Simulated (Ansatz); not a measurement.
Pt: enthalpy against pressure

Pt, Fm-3m, a = 3.970 Å. Ansatz: PBE, PAW, 420 eV, Γ-centred 18×18×18 mesh on 1 atom, Gaussian smearing 0.10 eV; no spin polarisation. Cell and atoms are relaxed at each pressure, and no other structure is tried, so the rows at high pressure may lie past a change of phase. y is the enthalpy over the state at zero pressure; there V0 = 15.644 Å³/atom. The pressures are the targets, met within 0.04 GPa.

```tsv
P (GPa)	y (eV/atom)
-2.0	-0.1960
0.0	0.0000
2.0	0.1944
5.0	0.4833
10.0	0.9579
20.0	?
40.0	3.6630
```

Fit y = c1 P + c2 P² + c3 P³ to the other rows, say what c1 and c2 mean, and predict the missing value.

Least squares on the rows shown. y = 0.097593 P − 0.00019040 P² + 9.9888×10⁻⁷ P³. Since dH/dP = V, c1 is V0: 0.097593 eV/GPa × 160.2 = 15.634 Å³ against 15.644; c2 = −V0/(2B0) gives B0 = 256 GPa, where a Birch–Murnaghan fit to the volumes of the same runs (not shown) gives 247 GPa. At P = 20.0 the fit asked for gives 1.8837 eV/atom. The run gave 1.8844 eV/atom, so the fit is 0.0007 eV/atom too low, 0.018 % of the span of the series, against an rms of 0.00003 eV/atom on the fitted rows. With a term in P⁴ added, a fit to the same known rows predicts 1.8847 eV/atom, so most of the miss is curvature that the known rows already hold.

Spin–orbit coupling is left out, which can shift energies with elements as heavy as these.